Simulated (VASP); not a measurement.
# Al (Fm-3m) in VASP: notebook, part 2 of 2

VASP 6.6.1.

### 5 Relaxation of cell and atoms, r2SCAN+rVV10

This run uses another cell than the first one, of 16.60 Å³/atom, 1.050 times its volume.

INCAR

```
SYSTEM = Al
ALGO = Normal
BPARAM = 11.95
CPARAM = 0.0093
EDIFF = 1E-6
EDIFFG = -0.01
ENCUT = 600
IBRION = 2
ISIF = 3
ISMEAR = 1
IVDW_NL = 2
LASPH = .True.
LCHARG = .False.
LMIXTAU = .True.
LREAL = .False.
LUSE_VDW = .True.
LWAVE = .False.
METAGGA = R2SCAN
NELM = 80
NSW = 90
PREC = Accurate
SIGMA = 0.1
```

KPOINTS

```
k-points
0
Gamma
  16 16 16
  0 0 0
```

POSCAR

```
Al
1.0
    0.0000000000      2.0248050000      2.0248050000
    2.0248050000      0.0000000000      2.0248050000
    2.0248050000      2.0248050000      0.0000000000
Al
1
Direct
    0.0000000000      0.0000000000      0.0000000000
```

Potentials or basis: VASP PAW PBE potentials, release 64 (Al).

Started as:

```console
> cat potpaw_PBE.64/Al/POTCAR > POTCAR
> mpirun -np 1 vasp_std > vasp.out
```

OUTCAR:

```text
SYSTEM = Al
   BPARAM = 11.95
   EDIFF = 1E-6
   EDIFFG = -0.01
   ENCUT = 600
   IBRION = 2
   ISIF = 3
   ISMEAR = 1
   IVDW_NL = 2
   LASPH = .True.
   LREAL = .False.
   METAGGA = R2SCAN
   NELM = 80
   NSW = 90
   PREC = Accurate

 ion  position               nearest neighbor table
   1  0.000  0.000  0.000-

  LATTYP: Found a face centered cubic cell.
 ALAT       =     4.0496100000

  Lattice vectors:

 A1 = (   0.0000000000,   2.0248050000,   2.0248050000)
 A2 = (   2.0248050000,   0.0000000000,   2.0248050000)
 A3 = (   2.0248050000,   2.0248050000,   0.0000000000)

Analysis of symmetry for initial positions (statically):
=====================================================================
 Subroutine PRICEL returns:
 Original cell was already a primitive cell.

 Routine SETGRP: Setting up the symmetry group for a
 face centered cubic supercell.

 Subroutine GETGRP returns: Found 48 space group operations
 (whereof 48 operations were pure point group operations)
 out of a pool of 48 trial point group operations.

The static configuration has the point symmetry O_h .

Analysis of symmetry for dynamics (positions and initial velocities):
=====================================================================
 Subroutine PRICEL returns:
 Original cell was already a primitive cell.

 Routine SETGRP: Setting up the symmetry group for a
 face centered cubic supercell.

 Subroutine GETGRP returns: Found 48 space group operations
 (whereof 48 operations were pure point group operations)
 out of a pool of 48 trial point group operations.

The dynamic configuration has the point symmetry O_h .

 Subroutine INISYM returns: Found 48 space group operations
 (whereof 48 operations are pure point group operations),
 and found     1 'primitive' translations
[... 122 lines left out ...]
   BPARAM     =11.9500
   IVDW    =     0    specifies the selected vdW correction
   LEPSILON=     F    determine dielectric tensor
   LRPA    =     F    only Hartree local field effects (RPA)
 conjugate gradient relaxation of ions
 non-spin polarized calculation
 Methfessel and Paxton  Order N= 1 SIGMA  =   0.10
  energy-cutoff  :      600.00
  volume of cell :       16.60
 maximum number of plane-waves:       568
   NGX = 11   NGY = 11   NGZ = 11

--------------------------------------- Ionic step        1  -------------------------------------------

 number of electron       3.0000000 magnetization

 Free energy of the ion-electron system (eV)
  ---------------------------------------------------
  ext. energy  EPLUGINS =         0.00000000
  ---------------------------------------------------
  free energy    TOTEN  =        -6.66729832 eV

  energy without entropy =       -6.66754690  energy(sigma->0) =       -6.66738118

------------------------ aborting loop because EDIFF is reached ----------------------------------------

  FORCE on cell =-STRESS in cart. coord.  units (eV):
  Direction    XX          YY          ZZ          XY          YZ          ZX
  --------------------------------------------------------------------------------------
  -------------------------------------------------------------------------------------
  Total       -0.4124689     -0.4124689     -0.4124689     -0.0000000      0.0000000     -0.0000000
  in kB      -39.8035889    -39.8035889    -39.8035889     -0.0000000      0.0000000     -0.0000000
  external PRESSURE =     -39.8035889 kB  Pullay stress =       0.0000000 kB
[... 57 lines left out ...]
--------------------------------------- Ionic step        3  -------------------------------------------

 number of electron       3.0000000 magnetization

 Free energy of the ion-electron system (eV)
  ---------------------------------------------------
  ext. energy  EPLUGINS =         0.00000000
  ---------------------------------------------------
  free energy    TOTEN  =        -6.67772067 eV

  energy without entropy =       -6.67793160  energy(sigma->0) =       -6.67779098

 E-fermi :   8.4840     XC(G=0): -11.0726

 val. band max:        8.4750222021   @ k =  -0.3125   0.4375   0.1250
 cond. band min:       8.5946208570   @ k =   0.5000   0.2500   0.1250
 fundamental gap:      0.1195986549
 Fermi energy:         8.4840122875

 k-point     1 :       0.0000    0.0000    0.0000
  band No.  band energies     occupation
      1      -3.6863      2.00000
      2      22.0242      0.00000
      3      22.0242      0.00000
      4      22.0242      0.00000
      5      24.2718      0.00000
[... 177 lines left out ...]
 k-point    24 :      -0.0625    0.0625    0.0000
  band No.  band energies     occupation
      1      -3.3771      2.00000
      2      19.0180      0.00000
      3      19.9635      0.00000
      4      22.3250      0.00000
      5      24.4830      0.00000

 [... further k-points ...]

------------------------ aborting loop because EDIFF is reached ----------------------------------------

  FORCE on cell =-STRESS in cart. coord.  units (eV):
  Direction    XX          YY          ZZ          XY          YZ          ZX
  --------------------------------------------------------------------------------------
  -------------------------------------------------------------------------------------
  Total        0.0043386      0.0043386      0.0043386      0.0000000     -0.0000000      0.0000000
  in kB        0.4395636      0.4395636      0.4395636      0.0000000     -0.0000000      0.0000000
  external PRESSURE =       0.4395636 kB  Pullay stress =       0.0000000 kB
[... 16 lines left out ...]
  FREE ENERGIE OF THE ION-ELECTRON SYSTEM (eV)
  ---------------------------------------------------
  free  energy   TOTEN  =        -6.6777206665 eV

  energy  without entropy=       -6.6779316035  energy(sigma->0) =       -6.67779098

 reached required accuracy - stopping structural energy minimisation
```

OSZICAR:

```text
N       E                     dE             d eps       ncg     rms          rms(c)
DAV:   1    -0.361361764573E+01   -0.36136E+01   -0.96731E+02  1470   0.388E+02
DAV:   2    -0.683069716187E+01   -0.32171E+01   -0.29196E+01  1825   0.375E+01
DAV:   3    -0.685603771987E+01   -0.25341E-01   -0.25372E-01  1990   0.422E+00
[... 29 lines left out ...]
DAV:   3    -0.667772474106E+01    0.42248E-04   -0.25082E-05  1665   0.377E-02    0.115E-02
DAV:   4    -0.667773227609E+01   -0.75350E-05   -0.28759E-05  1725   0.452E-02    0.417E-03
DAV:   5    -0.667771891296E+01    0.13363E-04   -0.12294E-05  1705   0.256E-02    0.624E-03
DAV:   6    -0.667772090828E+01   -0.19953E-05   -0.28787E-07   780   0.481E-03    0.437E-04
DAV:   7    -0.667772066646E+01    0.24182E-06   -0.79630E-08   745   0.280E-03
   3 F= -.66777207E+01 E0= -.66777910E+01  d E =-.104223E-01
```

Run time: 2.2 min. Hardware: 1 thread of AMD EPYC 9R45 (Zen 5), shared host; peak memory 0.19 GiB.

Results:

| Item | Value |
| --- | --- |
| Free energy | -6.6777 eV |
| Relaxed volume | 15.81 Å³/atom |
| Relaxed cell | a = 2.817 Å, b = 2.817 Å, c = 2.817 Å, α = 60.00°, β = 60.00°, γ = 60.00° |
| Space group after relaxing (to 0.05 Å) | Fm-3m (No. 225) |
| Energy gained by relaxing | 10.4 meV/atom |
| Ionic steps | 3 |
| Pressure after relaxing | 0.0 GPa |
| Band gap on the k mesh | none (metal or under the smearing width) |

Step by step:
```
step  energy change (eV)  largest force (eV/Å)  pressure (GPa)  volume (Å³)
   1              0.0000                0.0000           -3.98        16.60
   2             -0.0098                0.0000            1.17        15.63
   3             -0.0104                0.0000            0.04        15.81
```

Final structure:
```yaml
crystal:
  lattice:
    - [0.00000, 1.99222, 1.99222]
    - [1.99222, 0.00000, 1.99222]
    - [1.99222, 1.99222, 0.00000]
  atoms:
    - { symbol: Al, position: [0.00000, 0.00000, 0.00000] }
```

Caveat: the PAW data sets were made with another functional, which shifts forces and pressure a little.

### 6 Summary

```tsv
level	potentials or basis	gap on the mesh (eV)	pressure (GPa)	relaxed volume (Å³/atom)
LDA	VASP PAW LDA potentials, release 64 (Al)	none	0.0	-
rev-vdW-DF2	VASP PAW PBE potentials, release 64 (Al)	none	0.0	16.45
r2SCAN+rVV10	VASP PAW PBE potentials, release 64 (Al)	none	0.0	15.81
```

Alike in all rows: task relaxation of cell and atoms; no spin polarisation; cell relaxed; k mesh 16 × 16 × 16; cutoff (eV) 600; smearing methfessel-paxton 0.1 eV.

Caveats: the PAW data sets were made with another functional, which shifts forces and pressure a little (some runs); the relaxation stopped at its first step, so nothing moved (some runs).

Total energies depend on the potentials used, so only differences within one code and one set of settings carry meaning.
